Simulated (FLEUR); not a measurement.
Input of a FLEUR MaX-R8.1 (later development tree) run:

File inp.xml:

```xml
<?xml version="1.0" encoding="UTF-8" standalone="no"?>
<fleurInput fleurInputVersion="0.39">
   <comment>
      TiSi2                                                                                               
   </comment>
   <calculationSetup>
      <cutoffs Kmax="4.39" Gmax="13.6" GmaxXC="13.6" numbands="0"/>
      <scfLoop itmax="60" minDistance="0.00001" maxIterBroyd="15" imix="Anderson" alpha="0.05" precondParam="0.0" spinf="2.0" sdNocoIR="T"/>
      <coreElectrons ctail="T" frcor="F" kcrel="0" coretail_lmax="0"/>
      <xcFunctional name="PBEs" relativisticCorrections="F"/>
      <magnetism jspins="1"/>
      <soc l_soc="F" theta="0.0" phi="0.0" spav="F"/>
      <expertModes spex="0" secvar="F"/>
      <geometryOptimization l_f="T" forcealpha="1.0" forcemix="BFGS" epsdisp="0.0005" epsforce="0.0002"/>
      <ldaU l_linMix="F" mixParam="0.05" spinf="1.0"/>
   </calculationSetup>
   <cell>
      <bzIntegration valenceElectrons="36.0" mode="hist" fermiSmearingEnergy="0.00183747">
         <kPointListSelection listName="default-1"/>
         <!-- k-points included here -->
         <xi:include xmlns:xi="http://www.w3.org/2001/XInclude" href="kpts.xml"> </xi:include>
      </bzIntegration>
      <!-- symmetry operations included here -->
      <xi:include xmlns:xi="http://www.w3.org/2001/XInclude" href="sym.xml"> </xi:include>
      <bulkLattice scale="1.0">
         <bravaisMatrix>
            <row-1>   -2.7833246965918508     3.2354567897113977     7.9596832840835408</row-1>
            <row-2>    2.7833246965918508    -3.2354567897113977     7.9596832840835408</row-2>
            <row-3>    2.7833246965918508     3.2354567897113977    -7.9596832840835408</row-3>
         </bravaisMatrix>
      </bulkLattice>
   </cell>
   <atomSpecies>
      <species name="Titanium (Ti)" element="Ti" atomicNumber="22">
         <mtSphere radius="2.31" gridPoints="787" logIncrement="0.015"/>
         <atomicCutoffs lmax="10" lnonsphr="10"/>
         <electronConfig flipSpins="F">
            <coreConfig>(1s1/2) (2s1/2) (2p1/2) (2p3/2)</coreConfig>
            <valenceConfig>(3s1/2) (3p1/2) (3p3/2) (4s1/2) (3d3/2) (3d5/2)</valenceConfig>
            <stateOccupation state="(3d3/2)" spinUp="0.400000" spinDown="0.400000"/>
            <stateOccupation state="(3d5/2)" spinUp="0.600000" spinDown="0.600000"/>
         </electronConfig>
         <energyParameters s="4" p="4" d="3" f="4"/>
         <lo type="SCLO" l="0" n="3" eDeriv="0"/>
         <lo type="SCLO" l="1" n="3" eDeriv="0"/>
         <lo type="SCLO" l="1" n="3" eDeriv="1"/>
         <lo type="SCLO" l="2" n="3" eDeriv="2"/>
         <lo type="SCLO" l="3" n="4" eDeriv="2"/>
      </species>
      <species name="Silicon (Si)" element="Si" atomicNumber="14">
         <mtSphere radius="2.23" gridPoints="761" logIncrement="0.015"/>
         <atomicCutoffs lmax="9" lnonsphr="9"/>
         <electronConfig flipSpins="F">
            <coreConfig>(1s1/2)</coreConfig>
            <valenceConfig>(2s1/2) (2p1/2) (2p3/2) (3s1/2) (3p1/2) (3p3/2)</valenceConfig>
            <stateOccupation state="(3p1/2)" spinUp="0.333333" spinDown="0.333333"/>
            <stateOccupation state="(3p3/2)" spinUp="0.666667" spinDown="0.666667"/>
         </electronConfig>
         <energyParameters s="3" p="3" d="3" f="4"/>
         <lo type="SCLO" l="0" n="2" eDeriv="0"/>
         <lo type="SCLO" l="1" n="2" eDeriv="0"/>
         <lo type="SCLO" l="2" n="3" eDeriv="2"/>
         <lo type="SCLO" l="3" n="4" eDeriv="2"/>
      </species>
   </atomSpecies>
   <atomGroups>
      <atomGroup species="Titanium (Ti)">
         <relPos label="                   1">.0000000000 .0000000000 .0000000000</relPos>
         <force calculate="T" relaxXYZ="TTT"/>
      </atomGroup>
      <atomGroup species="Silicon (Si)">
         <relPos label="                   2">-.3299220000 -.3299220000 .0000000000</relPos>
         <relPos label="                   3">.3299220000 .3299220000 .0000000000</relPos>
         <force calculate="T" relaxXYZ="TTT"/>
      </atomGroup>
   </atomGroups>
   <output dos="F" band="F" slice="F">
      <checks vchk="F" cdinf="F"/>
      <bandDOS minEnergy="-.5*Htr" maxEnergy="0.5*Htr" sigma="0.015" storeEVData="T"/>
      <vacuumDOS vacdos="F" integ="F" star="F" nstars="0" locx1="0.0" locy1="0.0" locx2="0.0" locy2="0.0" nstm="0" tworkf="0.0"/>
      <unfoldingBand unfoldBand="F" supercellX="1" supercellY="1" supercellZ="1"/>
      <plotting iplot="0" polar="F">
         <plot TwoD="T" vec1="  1.0  0.0  0.0" vec2="  0.0  1.0  0.0" vec3="  0.0  0.0  1.0" zero="  0.0  0.0  0.0" file="plot"/>
      </plotting>
      <chargeDensitySlicing numkpt="0" minEigenval="0.0" maxEigenval="0.0" nnne="0" pallst="F"/>
      <specialOutput eonly="F"/>
      <moessbauerParams electricFieldGradient="T" isomerShift="T" coreHyperfine="T" valenceHyperfine="T"/>
      <magneticCircularDichroism mcd="F" energyLo="-10.0" energyUp="0.0"/>
   </output>
  <!-- We include the file relax.xml here to enable relaxations (see documentation) -->
  <xi:include xmlns:xi="http://www.w3.org/2001/XInclude" href="relax.xml"> <xi:fallback/> </xi:include>
</fleurInput>
```

Contents of crystal.txt:

```
TiSi2
&input cartesian=F /
-1.4728720000  1.7121300000  4.2120830000
1.4728720000  -1.7121300000  4.2120830000
1.4728720000  1.7121300000  -4.2120830000
1.8897261246
1.0 1.0 1.0

3
22 0.0000000000  0.0000000000  0.0000000000
14 0.6700780000  0.6700780000  0.0000000000
14 0.3299220000  0.3299220000  0.0000000000

&kpt div1=12 div2=12 div3=12 gamma=T /
```

Potentials or basis: all-electron, FLAPW.

The run is started by

```bash
$ inpgen -f crystal.txt -profile fastHighL
$ # inp.xml edited to the form shown
$ fleur_MPI
```

Problem. What does it give for the band gap on the k mesh?

Solution. None (metal or under the smearing width).

Problem. Predict the largest force.

Solution. 0.065 eV/Å.

Forces on the atoms (eV/Å):
```
Ti   0.000  0.000  0.000
Si   0.000  0.000 -0.065
Si   0.000  0.000  0.065
```
